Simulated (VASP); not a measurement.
# YbH3 (Fm-3m) in VASP: relaxation of cell and atoms with PBE

Aim: the relaxation of cell and atoms of YbH3 with PBE.

Everything below comes from runs of VASP 6.6.1. Logs are shortened: lines on timing, memory, paths and dates and some standing lists are left out, and cuts for length are marked.

### 1 Starting point

It takes space group Fm-3m (No. 225, cubic). Conventional cell: a = 5.210 Å, b = 5.210 Å, c = 5.210 Å, α = 90.00°, β = 90.00°, γ = 90.00°. Around Yb (site symmetry m-3m) lie 8 H at 2.26 Å. H (site symmetry -43m) is surrounded by 4 H at 2.26 Å and 4 Yb at 2.26 Å. H (site symmetry m-3m) has 8 H at 2.26 Å as nearest neighbours.

The cell comes from a database or a generator and needn't be the stable form of this composition.

### 2 Relaxation of cell and atoms, PBE

Contents of INCAR:

```
PREC = Accurate
ENCUT = 600
EDIFF = 1E-6
ISMEAR = 1
SIGMA = 0.15
LREAL = False
LASPH = True
NELM = 100
ALGO = Normal
ISIF = 3
LWAVE = False
LCHARG = False
GGA = PE
IBRION = 2
NSW = 50
EDIFFG = -0.01
```

Contents of KPOINTS:

```
Automatic mesh
0
Gamma
  7 7 7
```

Contents of POSCAR:

```
YbH3
1.0
    0.0000000000      2.6050000000      2.6050000000
    2.6050000000      0.0000000000      2.6050000000
    2.6050000000      2.6050000000      0.0000000000
Yb H
1 3
Direct
    0.0000000000      0.0000000000      0.0000000000
    0.7500000000      0.7500000000      0.7500000000
    0.2500000000      0.2500000000      0.2500000000
    0.5000000000      0.5000000000      0.5000000000
```

Potentials or basis: VASP PAW PBE potentials, release 64 (Yb, H).

Launch:

```
cat potpaw_PBE.64/Yb/POTCAR potpaw_PBE.64/H/POTCAR > POTCAR
mpirun -np 1 vasp_std > vasp.out
```

OUTCAR:

```text
PREC = Accurate
   ENCUT = 600
   EDIFF = 1E-6
   ISMEAR = 1
   LREAL = False
   LASPH = True
   NELM = 100
   ISIF = 3
   GGA = PE
   IBRION = 2
   NSW = 50
   EDIFFG = -0.01

 ion  position               nearest neighbor table
   1  0.000  0.000  0.000-   2 2.26   2 2.26   2 2.26   2 2.26   3 2.26   3 2.26   3 2.26   3 2.26

   2  0.750  0.750  0.750-   1 2.26   1 2.26   1 2.26   1 2.26
   3  0.250  0.250  0.250-   1 2.26   1 2.26   1 2.26   1 2.26
   4  0.500  0.500  0.500-

  LATTYP: Found a face centered cubic cell.
 ALAT       =     5.2100000000

  Lattice vectors:

 A1 = (   0.0000000000,   2.6050000000,   2.6050000000)
 A2 = (   2.6050000000,   0.0000000000,   2.6050000000)
 A3 = (   2.6050000000,   2.6050000000,   0.0000000000)

Analysis of symmetry for initial positions (statically):
=====================================================================
 Subroutine PRICEL returns:
 Original cell was already a primitive cell.

 Routine SETGRP: Setting up the symmetry group for a
 face centered cubic supercell.

 Subroutine GETGRP returns: Found 48 space group operations
 (whereof 48 operations were pure point group operations)
 out of a pool of 48 trial point group operations.

The static configuration has the point symmetry O_h .

Analysis of symmetry for dynamics (positions and initial velocities):
=====================================================================
 Subroutine PRICEL returns:
 Original cell was already a primitive cell.

 Routine SETGRP: Setting up the symmetry group for a
 face centered cubic supercell.

 Subroutine GETGRP returns: Found 48 space group operations
 (whereof 48 operations were pure point group operations)
 out of a pool of 48 trial point group operations.

The dynamic configuration has the point symmetry O_h .

 Subroutine INISYM returns: Found 48 space group operations
 (whereof 48 operations are pure point group operations),
 and found     1 'primitive' translations

----------------------------------------------------------------------------------------

                                     Primitive cell

  volume of cell :      35.3552

  direct lattice vectors                    reciprocal lattice vectors
     0.000000000  2.605000000  2.605000000    -0.191938580  0.191938580  0.191938580
     2.605000000  0.000000000  2.605000000     0.191938580 -0.191938580  0.191938580
     2.605000000  2.605000000  0.000000000     0.191938580  0.191938580 -0.191938580

  length of vectors
     3.684026330  3.684026330  3.684026330     0.332447372  0.332447372  0.332447372

  position of ions in fractional coordinates (direct lattice)
     0.000000000  0.000000000  0.000000000
     0.750000000  0.750000000  0.750000000
     0.250000000  0.250000000  0.250000000
     0.500000000  0.500000000  0.500000000

  ion indices of the primitive-cell ions
   primitive index   ion index
                 1           1
                 2           2
                 3           3
                 4           4

----------------------------------------------------------------------------------------

 KPOINTS: Automatic mesh

Automatic generation of k-mesh.
 Grid dimensions read from file:
 generate k-points for:    7    7    7

 Generating k-lattice:

  Cartesian coordinates                     Fractional coordinates (reciprocal lattice)
    -0.027419797  0.027419797  0.027419797     0.142857143  0.000000000  0.000000000
     0.027419797 -0.027419797  0.027419797     0.000000000  0.142857143  0.000000000
     0.027419797  0.027419797 -0.027419797     0.000000000  0.000000000  0.142857143

  Length of vectors
     0.047492482  0.047492482  0.047492482

  Shift w.r.t. Gamma in fractional coordinates (k-lattice)
     0.000000000  0.000000000  0.000000000

 Subroutine IBZKPT returns following result:
 ===========================================

 Found     20 irreducible k-points:

 Following reciprocal coordinates:
            Coordinates               Weight
  0.000000  0.000000  0.000000      1.000000
  0.142857  0.000000  0.000000      8.000000
  0.285714  0.000000  0.000000      8.000000
  0.428571  0.000000  0.000000      8.000000
  0.142857  0.142857  0.000000      6.000000
  0.285714  0.142857  0.000000     24.000000
[... 12 lines left out ...]
 -0.428571  0.428571  0.142857     24.000000
 -0.285714  0.428571  0.142857     24.000000
   k-points           NKPTS =     20   k-points in BZ     NKDIM =     20   number of bands    NBANDS=     17
   number of dos      NEDOS =    301   number of ions     NIONS =      4
   total plane-waves  NPLWV =  27000
   dimension x,y,z NGX =    30 NGY =   30 NGZ =   30
   dimension x,y,z NGXF=    60 NGYF=   60 NGZF=   60
   ions per type =               1   3
   NGX,Y,Z   is equivalent  to a cutoff of  13.54, 13.54, 13.54 a.u.
   NGXF,Y,Z  is equivalent  to a cutoff of  27.08, 27.08, 27.08 a.u.
 SYSTEM =  unknown system
   PREC   = accura    normal or accurate (medium, high low for compatibility)
   ISTART =      0    job   : 0-new  1-cont  2-samecut
   ICHARG =      2    charge: 1-file 2-atom 10-const
   ISPIN  =      1    spin polarized calculation?
   LNONCOLLINEAR =      F non collinear calculations
   LSORBIT =      F    spin-orbit coupling
   LASPH  =      T    aspherical Exc in radial PAW
   ENCUT  =  600.0 eV  44.10 Ry    6.64 a.u.   7.36  7.36  7.36*2*pi/ulx,y,z
   NELM   =    100;   NELMIN=  2; NELMDL= -5     # of ELM steps
   EDIFF  = 0.1E-05   stopping-criterion for ELM
   LREAL  =      F    real-space projection
   EDIFFG = -.1E-01   stopping-criterion for IOM
   NSW    =     50    number of steps for IOM
   IBRION =      2    ionic relax: 0-MD 1-quasi-New 2-CG
   NFREE  =      1    steps in history (QN), initial steepest desc. (CG)
   ISIF   =      3    stress and relaxation
   ISYM   =      2    0-nonsym 1-usesym 2-fastsym
   POTIM  = 0.5000    time-step for ionic-motion
   TEBEG  =    0.0;   TEEND  =   0.0 temperature during run
   PSTRESS=    0.0 pullay stress
   NELECT =      27.0000    total number of electrons
   NUPDOWN=      -1.0000    fix difference up-down
   EMIN   =  10.00;   EMAX   =-10.00  energy-range for DOS
   EFERMI =   0.00;   METHOD = LEGACY
   ISMEAR =     1;   SIGMA  =   0.15  broadening in eV -4-tet -1-fermi 0-gaus
   EFERMI_NEDOS =   21; number of points for ismear=-14 and -15
   IALGO  =     38    algorithm
   IMIX   =      4    mixing-type and parameters
     AMIX     =   0.40;   BMIX     =  1.00
     AMIX_MAG =   1.60;   BMIX_MAG =  1.00
  volume/ion in A,a.u.               =       8.84        59.65
  Fermi-wavevector in a.u.,A,eV,Ry     =   1.496391  2.827769 30.465967  2.239185
  Thomas-Fermi vector in A             =   2.608413
   LORBIT       =      0    0 simple, 1 ext, 2 COOP (PROOUT), +10 PAW based schemes
   GGA     = PE    functional components
   LHFCALC =     F    Hartree Fock is set to
   AEXX    =    0.0000 exact exchange contribution
   IVDW    =     0    specifies the selected vdW correction
   LEPSILON=     F    determine dielectric tensor
   LRPA    =     F    only Hartree local field effects (RPA)
 conjugate gradient relaxation of ions
 non-spin polarized calculation
 Methfessel and Paxton  Order N= 1 SIGMA  =   0.15
  energy-cutoff  :      600.00
  volume of cell :       35.36
 maximum number of plane-waves:      1243
 NGX is ok and might be reduce to    30
   NGX = 15   NGY = 15   NGZ = 15

--------------------------------------- Ionic step        1  -------------------------------------------

 number of electron      26.9999996 magnetization

 Free energy of the ion-electron system (eV)
  ---------------------------------------------------
  ext. energy  EPLUGINS =         0.00000000
  ---------------------------------------------------
  free energy    TOTEN  =       -15.23177899 eV

  energy without entropy =      -15.27539274  energy(sigma->0) =      -15.24631690

 E-fermi :   1.3756     XC(G=0): -10.8756

 val. band max:        1.3142398346   @ k =   0.2857   0.1429   0.0000
 cond. band min:       1.4206536182   @ k =   0.4286   0.2857   0.1429
 fundamental gap:      0.1064137836
 Fermi energy:         1.3756058116

 k-point     1 :       0.0000    0.0000    0.0000
  band No.  band energies     occupation
      1     -49.6481      2.00000
      2     -21.6842      2.00000
      3     -21.6842      2.00000
      4     -21.6842      2.00000
      5      -7.0715      2.00000
      6       0.0343      2.00000
[... 9 lines left out ...]
     16       4.5975      0.00000
     17       4.5975      0.00000

 k-point     2 :       0.1429    0.0000    0.0000
  band No.  band energies     occupation
      1     -49.6445      2.00000
      2     -21.7681      2.00000
      3     -21.6937      2.00000
      4     -21.6937      2.00000
      5      -6.6333      2.00000
      6      -0.3055      2.00000
[... 9 lines left out ...]
     16       4.8017      0.00000
     17       6.3505      0.00000
[... 447 lines left out ...]
 VOLUME and BASIS-vectors are now :
 -----------------------------------------------------------------------------
  energy-cutoff  :      600.00
  volume of cell :       32.51
      direct lattice vectors                 reciprocal lattice vectors
    -0.000000000  2.533073483  2.533073483    -0.197388668  0.197388668  0.197388668
     2.533073483  0.000000000  2.533073483     0.197388668 -0.197388668  0.197388668
     2.533073483  2.533073483  0.000000000     0.197388668  0.197388668 -0.197388668

 POSITION                                       TOTAL-FORCE (eV/Angst)
 -----------------------------------------------------------------------------------
     -0.00000      0.00000      0.00000         0.000000     -0.000000     -0.000000
      3.79961      3.79961      3.79961         0.000000      0.000000      0.000000
      1.26654      1.26654      1.26654        -0.000000     -0.000000     -0.000000
      2.53307      2.53307      2.53307         0.000000     -0.000000     -0.000000
 -----------------------------------------------------------------------------------
    total drift:                                0.000000     -0.000000     -0.000000

  FREE ENERGIE OF THE ION-ELECTRON SYSTEM (eV)
  ---------------------------------------------------
  free  energy   TOTEN  =       -15.2781532427 eV

  energy  without entropy=      -15.2970349533  energy(sigma->0) =      -15.28444715

--------------------------------------- Ionic step        4  -------------------------------------------

 number of electron      27.0000006 magnetization

 Free energy of the ion-electron system (eV)
  ---------------------------------------------------
  ext. energy  EPLUGINS =         0.00000000
  ---------------------------------------------------
  free energy    TOTEN  =       -15.27876869 eV

  energy without entropy =      -15.29954588  energy(sigma->0) =      -15.28569442

 E-fermi :   1.7629     XC(G=0): -11.2267

 val. band max:        1.6573556225   @ k =   0.2857   0.1429   0.0000
 cond. band min:       1.7736822938   @ k =   0.4286   0.2857   0.1429
 fundamental gap:      0.1163266712
 Fermi energy:         1.7628726378

 k-point     1 :       0.0000    0.0000    0.0000
  band No.  band energies     occupation
      1     -49.2476      2.00000
      2     -21.2452      2.00000
      3     -21.2452      2.00000
      4     -21.2452      2.00000
      5      -7.1263      2.00000
      6       0.2566      2.00000
[... 9 lines left out ...]
     16       4.9093      0.00000
     17       4.9093      0.00000

 k-point     2 :       0.1429    0.0000    0.0000
  band No.  band energies     occupation
      1     -49.2425      2.00000
      2     -21.3547      2.00000
      3     -21.2572      2.00000
      4     -21.2572      2.00000
      5      -6.6478      2.00000
      6      -0.1116      2.00000
[... 9 lines left out ...]
     16       5.1314      0.00000
     17       6.8570      0.00000
[... 371 lines left out ...]
 VOLUME and BASIS-vectors are now :
 -----------------------------------------------------------------------------
  energy-cutoff  :      600.00
  volume of cell :       32.92
      direct lattice vectors                 reciprocal lattice vectors
    -0.000000000  2.543683995  2.543683995    -0.196565297  0.196565297  0.196565297
     2.543683995  0.000000000  2.543683995     0.196565297 -0.196565297  0.196565297
     2.543683995  2.543683995  0.000000000     0.196565297  0.196565297 -0.196565297

 POSITION                                       TOTAL-FORCE (eV/Angst)
 -----------------------------------------------------------------------------------
      0.00000      0.00000      0.00000        -0.000000     -0.000000      0.000000
      3.81553      3.81553      3.81553         0.000000     -0.000000     -0.000000
      1.27184      1.27184      1.27184         0.000000      0.000000      0.000000
      2.54368      2.54368      2.54368        -0.000000     -0.000000      0.000000
 -----------------------------------------------------------------------------------
    total drift:                                0.000000     -0.000000     -0.000000

  FREE ENERGIE OF THE ION-ELECTRON SYSTEM (eV)
  ---------------------------------------------------
  free  energy   TOTEN  =       -15.2787686930 eV

  energy  without entropy=      -15.2995458796  energy(sigma->0) =      -15.28569442

 reached required accuracy - stopping structural energy minimisation
```

Run time: 58 s. Hardware: 1 thread of Intel Xeon 6975P-C (Granite Rapids), shared host; peak memory 0.19 GiB.

Results:

```yaml
Free_energy: -15.2788 eV
Relaxed_volume: 8.23 Å³/atom
Relaxed_cell: a = 3.597 Å, b = 3.597 Å, c = 3.597 Å, α = 60.00°, β = 60.00°, γ = 60.00°
Space_group_after_relaxing_to_0.05_Å: Fm-3m (No. 225)
Energy_gained_by_relaxing: 11.7 meV/atom
Ionic_steps: 4
Pressure_after_relaxing: 0.0 GPa
Band_gap_on_the_k_mesh: none (metal or under the smearing width)
```

Step by step:
| step | energy change (eV) | largest force (eV/Å) | pressure (GPa) | volume (Å³) |
| --- | --- | --- | --- | --- |
| 1 | 0.0000 | 0.0000 | -5.82 | 35.36 |
| 2 | -0.0403 | 0.0000 | -2.29 | 33.74 |
| 3 | -0.0464 | 0.0000 | 1.20 | 32.51 |
| 4 | -0.0470 | 0.0000 | -0.02 | 32.92 |

Final structure:
```
Yb H
1.0
     0.00000    2.54368    2.54368
     2.54368    0.00000    2.54368
     2.54368    2.54368    0.00000
Yb H
1 3
Direct
  0.00000 0.00000 0.00000
  0.75000 0.75000 0.75000
  0.25000 0.25000 0.25000
  0.50000 0.50000 0.50000
```

Levels at points of the mesh, in eV from the Fermi level:
| k point | band 10 | band 11 | band 12 | band 13 | band 14 | band 15 | band 16 | band 17 |
| --- | --- | --- | --- | --- | --- | --- | --- | --- |
| (0.00, 0.00, 0.00) | -0.29 | -0.29 | -0.29 | 1.41 | 2.76 | 3.15 | 3.15 | 3.15 |

Caveat: without U or exact exchange the open f shell lies at the Fermi level, which spoils levels, moments and volumes. The run has no spin-orbit coupling, so splittings on Yb are missing.
